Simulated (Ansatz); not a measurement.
# (001) slab of rocksalt PbTe, 22.5 Å thick as cut, bare faces

Aim: relax the faces, then place the frontier levels against the vacuum by PBEsol, HSE06 and r²SCAN.

Program: Ansatz 0.2.0, PAW, plane waves. These are calculated values, not measurements.

## (1) The starting cell

16 atoms (8 Te, 8 Pb); a = 4.554 Å, b = 4.554 Å, c = 35.540 Å, α = 90.00°, β = 90.00°, γ = 90.00°. All atoms were shaken off their sites by about 0.02 Å along each axis.

The runs, in order: (2) PBEsol relaxation at a 6×6×1 mesh, on 1 × NVIDIA GB300 Max-Q with 8 threads of Arm Neoverse-V2; (3) HSE06 single point at a 4×4×1 mesh, on 1 × NVIDIA GB300 Max-Q with 8 threads of Arm Neoverse-V2; (4) r²SCAN single point at a 4×4×1 mesh, on 1 × NVIDIA GB300 Max-Q with 8 threads of Arm Neoverse-V2.

Coordinates:

```
CELL_PARAMETERS angstrom
3.22000 3.22000 0.00000
-3.22000 3.22000 0.00000
0.00000 0.00000 35.54000
ATOMIC_POSITIONS crystal
Te 0.50053 0.50335 0.18326
Te 0.50774 0.50418 0.36475
Te 0.49923 0.49573 0.54654
Te 0.49756 0.50297 0.72743
Te 0.00155 0.99967 0.27274
Te 0.98930 0.99573 0.45523
Te 0.99958 0.00512 0.63497
Te 0.00318 0.00771 0.81662
Pb 0.99804 0.99362 0.18126
Pb 0.00166 0.00127 0.36434
Pb 0.99190 0.99607 0.54532
Pb 0.00207 0.00057 0.72540
Pb 0.49834 0.49940 0.27313
Pb 0.49347 0.50912 0.45420
Pb 0.49263 0.50011 0.63580
Pb 0.50517 0.49699 0.81691
```

## (2) PBEsol relaxation in the fixed cell

Input file in.yaml:

```yaml
crystal:
  lattice:
    - [3.220000, 3.220000, 0.000000]
    - [-3.220000, 3.220000, 0.000000]
    - [0.000000, 0.000000, 35.540000]
  atoms:
    - { symbol: Te, position: [0.500531, 0.503354, 0.183261] }
    - { symbol: Te, position: [0.507740, 0.504180, 0.364748] }
    - { symbol: Te, position: [0.499232, 0.495726, 0.546543] }
    - { symbol: Te, position: [0.497561, 0.502969, 0.727431] }
    - { symbol: Te, position: [0.001553, 0.999667, 0.272735] }
    - { symbol: Te, position: [0.989304, 0.995727, 0.455234] }
    - { symbol: Te, position: [0.999584, 0.005124, 0.634972] }
    - { symbol: Te, position: [0.003176, 0.007710, 0.816623] }
    - { symbol: Pb, position: [0.998036, 0.993625, 0.181258] }
    - { symbol: Pb, position: [0.001656, 0.001273, 0.364344] }
    - { symbol: Pb, position: [0.991903, 0.996071, 0.545320] }
    - { symbol: Pb, position: [0.002071, 0.000573, 0.725403] }
    - { symbol: Pb, position: [0.498344, 0.499402, 0.273132] }
    - { symbol: Pb, position: [0.493468, 0.509123, 0.454202] }
    - { symbol: Pb, position: [0.492635, 0.500108, 0.635798] }
    - { symbol: Pb, position: [0.505168, 0.496985, 0.816911] }
kpoints:
  mp_grid: { grid: [6, 6, 1] }
hamiltonian:
  xc: pbesol
scf:
  occupations: { method: fermi_dirac, width: 0.01 }
relax:
  f_tol: 0.03
  max_steps: 80
  escape_saddle: false
  adjacent_minimum: "off"
output:
  forces: true
  eigenvalues: true
  populations: true
```

Started as:

```console
ansatz run in.yaml --threads 8 --pin off --max-ram 118750MiB --runs-dir r --events-out ev --progress --plain --backend cuda --devices 0,
```

The runs that follow: Single point with HSE06; r²SCAN on the same atoms.

**Question.** What will these runs give? Wanted: for each run, top filled to lowest empty; top filled below vacuum.

**Answer**, as computed:

```
             level         time  k points  top filled to lowest empty (eV)  top filled below vacuum (eV)
PBEsol, relaxation   14 s (GPU)     6×6×1                             0.87                          4.68
             HSE06   43 s (GPU)     4×4×1                             1.31                          4.84
            r²SCAN  4.4 s (GPU)     4×4×1                             1.19                          4.71
```

| quantity | value |
| --- | --- |
| relaxation | 5 recorded steps, 0.17 eV gained |
| largest shift | 0.27 Å (Pb9) |
| mean bonds | Pb–Te 3.216 Å |

The relaxation lowers the energy by 0.17 eV; the largest shift is 0.27 Å (Pb9). At the same k points, r²SCAN gives a spacing 0.13 eV smaller than the 1.31 eV of HSE06. Rows on different k points differ by sampling as well as by level. Exact exchange costs time: HSE06 ran about 9.8 times as long as r²SCAN on the same kind of device. Spin–orbit coupling is left out, which matters for the band edges of the heavier elements here.
